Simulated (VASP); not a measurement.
MgO (strained zincblende): one GW calculation on PBE orbitals in two programs

```xyz
2
Lattice="0.0571 2.2820 2.2820 2.2820 0.0571 2.2820 2.3391 2.3391 0.0000" Properties=species:S:1:pos:R:3 pbc="T T T"
Mg    0.0000    0.0000    0.0203
O     1.1695    1.1695    1.1207
```

Each program uses its own PAW datasets. VASP's cell holds 16 valence electrons and Ansatz's 16. Both sum 99 empty bands with a screening cutoff of 150 eV, short of the basis and mesh limit, and the G₀W₀ gap is that of the linearised levels of the first step.

Cutoffs: 500 eV in VASP, 420 eV in Ansatz. k meshes: 6×6×6 and 6×6×6.

|  | VASP | Ansatz |
| --- | --- | --- |
| PBE gap on the mesh | 3.49 eV | 3.50 eV |
| G₀W₀ gap on the mesh | 5.65 eV | 5.60 eV |
